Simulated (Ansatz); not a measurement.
Runs of Ansatz 0.2.0 on BaTiO3. The typed cell holds 10 atoms: a = 4.000 Å, b = 4.000 Å, c = 8.036 Å, α = 90.00°, β = 90.00°, γ = 90.00°. 

| task | level | U | cell | k mesh | cutoff (eV) | points for each segment of the path | hubbard projectors | double counting | gap on the mesh (eV) | pressure (GPa) | relaxed volume (Å³/atom) | largest force (eV/Å) |
| --- | --- | --- | --- | --- | --- | --- | --- | --- | --- | --- | --- | --- |
| band structure | PBEsol+U | Ti d U = 5 eV | as given | 7 × 7 × 4 | 420 | 10 | ortho-atomic (the default) | fll (the default) | 2.58 | -1.4 | - | 1.32 |
| single point | PBE | - | as given | 12 × 12 × 6 | 420 | - | - | - | 1.96 | (c) | - | 0.96 |
| single point | PBE | - | as given | 7 × 7 × 4 | 250 | - | - | - | 2.05 | (b) | - | (d) |
| relaxation of cell and atoms | PBE | - | relaxed | 7 × 7 × 4 | 420 | - | - | - | (a) | 0.0 | 13.37 | 0.01 |
| relaxation of cell and atoms | r2SCAN | - | relaxed | 7 × 7 × 4 | 500 | - | - | - | 2.71 | 0.0 | 13.01 | - |

Alike in all rows: potentials or basis Ansatz PAW; no spin polarisation; smearing fermi-dirac 0.05 eV.

Estimate the missing entries.

(a) 2.43; (b) -1.0; (c) 3.1; (d) 1.33.

Caveats: spin-orbit coupling is left out, which moves the levels of the heavy elements; odd divisions of the mesh miss points on the zone boundary, where band edges often lie, so the gap on the mesh can be too wide (some runs); the PAW data sets come from PBE, with cores solved anew for the run's functional, which leaves a small shift of forces and pressure (some runs); forces of over 1 eV/Å show positions far from the minimum, so gaps and moduli don't describe the material at rest (some runs); the plane-wave basis is chosen anew once the cell has moved, so the energies of steps on either side of that aren't comparable (some runs); the k mesh misses the band edges, so the gap on the mesh is wider than the one along the path (some runs); the pressure holds a Pulay correction of +71.9 GPa for the finite cutoff (some runs).

A k mesh can miss the band edges, and the runs leave out spin-orbit coupling on Ba.
